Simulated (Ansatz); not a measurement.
Stationary points along a deformation path in Ru

Theory: DFT PBEsol, scalar-relativistic, plane waves, PAW (Ansatz 0.2.0). The runs took a 420 eV cutoff, a Γ-centred 24×24×24 mesh and Gaussian smearing (0.15 eV). No spin polarisation. Energies are free energies at this smearing, counted from the undisturbed cell; pressure is positive in compression.

The undisturbed cell (as given, not relaxed at this level; it stands at -14.6 GPa; this fcc form isn't the usual structure):

```
Ru
1.0
     0.00000    1.91500    1.91500
     1.91500    0.00000    1.91500
     1.91500    1.91500    0.00000
Ru
1
Cartesian
  0.0000 0.0000 0.0000
```

At fixed volume and fractional coordinates, lengths along (0.000, 0.000, 1.000) are scaled against those across it; ρ is that ratio over its starting value. V = 14.045 Å³/atom. Δσ is the stress along the axis less the mean stress across it (compression positive).

```csv
ρ,ΔE (meV/atom),Δσ (GPa),space group
0.707,511.6,-0.06,Im-3m
0.780,389.5,39.23,I4/mmm
0.850,186.4,37.50,I4/mmm
0.920,48.9,20.61,I4/mmm
1.000,0.0,0.00,Fm-3m
1.200,254.0,-48.67,I4/mmm
1.300,519.6,-63.28,I4/mmm
1.414,854.1,-72.53,I4/mmm
```

Question: How does the stress give the slope of the energy, and where is the energy stationary?

Answer: Along the path d ln(length) is 2/3 d ln ρ on the axis and −1/3 d ln ρ across it, so dE/d ln ρ = −(2/3) V Δσ: the energy falls with ρ where Δσ is positive. Δσ vanishes or changes sign at ρ = 0.707 (Im-3m, an end of the scan), at 511.6 meV/atom; at ρ = 1.000 (Fm-3m), a minimum at 0.0 meV/atom. Pairs of stationary points between two samples would go unseen, and could change a minimum read from distant neighbours into a maximum. At ρ = 0.707, 1.000 the cell is cubic, where symmetry alone makes the stress isotropic and the slope zero.

Question: Integrate that slope from ρ = 1 to 0.780 by the trapezoid rule.

Answer: With V/N in Å³ and 1 eV/Å³ = 160.2 GPa the slopes at ρ = 1.000, 0.920, 0.850, 0.780 are 0, -1205, -2192, -2293 meV/atom per unit of ln ρ. The steps add 50.2 + 134.4 + 192.7 = 377.3 meV/atom, against 389.5 from the energies; the trapezoid rule misses the curvature of the slope within each step.

In a metal these slopes depend on the k mesh and the smearing.